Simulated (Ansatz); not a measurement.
Wurtzite BaS (no longer in that coordination), relaxed with r2SCAN in the PAW code Ansatz. The symmetry is P6_3/mmc (No. 194, hexagonal); conventional cell a = 5.382 Å, c = 6.383 Å, 40.03 Å³ an atom. Ba is surrounded by 5 S at 3.11–3.19 Å; S is surrounded by 5 Ba at 3.11–3.19 Å. The cell started from the wurtzite prototype, but the relaxation took it to the higher symmetry P6_3/mmc (No. 194), so the name no longer describes it.

The axes x, y and z are those of this cell:
```
Ba S
1.0
     5.38186    0.00000    0.00000
    -2.69093    4.66082    0.00000
     0.00000    0.00000    6.38332
Ba S
2 2
Direct
  0.33333 0.66667 0.93750
  0.66667 0.33333 0.43750
  0.33333 0.66667 0.43750
  0.66667 0.33333 0.93750
```

Unstrained: The PBE gap is indirect, 2.560 eV (Γ to K), below the direct gap of 2.669 eV at K. The r2SCAN gap is indirect, 2.904 eV (Γ to K), below the direct gap of 3.017 eV at K. HSE06 gives an indirect gap of 3.484 eV, from Γ to K; the least direct gap is 3.605 eV at K. Meshes: PBE 6×6×4, r2SCAN 6×6×4, HSE06 6×6×4. Strains are changes of length per length, and xy shears are angles. After each strain the atoms were relaxed again with r2SCAN in this cell and within any symmetry left, so distortions that break it or need a larger cell weren't tested; points keep the names that they have in the unstrained zone. Values at 0 K without nuclear motion; spin polarisation is off, and the phase may be a hypothetical one.

Problem. For epitaxial -0.5 % in the xy plane, how far does the free direction move, and what happens to the gap?

Solution. The normal strain at zero normal stress is +0.15 %, 0.29 of the in-plane strain with the sign turned. PBE: the gap goes from 2.560 to 2.561 eV (+0.001 eV). r2SCAN: the gap goes from 2.904 to 2.905 eV (0.000 eV). HSE06: the gap goes from 3.484 to 3.484 eV (0.000 eV).

Problem. Apply uniaxial +2.5 % along z, other directions held. How far does the gap move, against the unstrained cell?

Solution. PBE: the gap goes from 2.560 to 2.616 eV (+0.056 eV). r2SCAN: the gap goes from 2.904 to 2.958 eV (+0.054 eV). HSE06: the gap goes from 3.484 to 3.533 eV (+0.049 eV). The r2SCAN energy rises by 6.2 meV an atom.

Problem. Estimate what xy shear, engineering strain (angle) +1.0 % does to the gap.

Solution. PBE: the gap goes from 2.560 to 2.560 eV (0.000 eV). r2SCAN: the gap goes from 2.904 to 2.904 eV (0.000 eV). HSE06: the gap goes from 3.484 to 3.484 eV (0.000 eV). The r2SCAN energy rises by 0.0 meV an atom.

Problem. Apply isotropic +1.5 % on every length. How far does the gap move, against the unstrained cell?

Solution. PBE: the gap goes from 2.560 to 2.601 eV (+0.042 eV). r2SCAN: the gap goes from 2.904 to 2.947 eV (+0.043 eV). HSE06: the gap goes from 3.484 to 3.523 eV (+0.040 eV). The r2SCAN energy rises by 8.4 meV an atom.

Spin-orbit coupling is left out.

The meshes of the hybrids are coarse, so their gaps aren't converged to the digits shown.
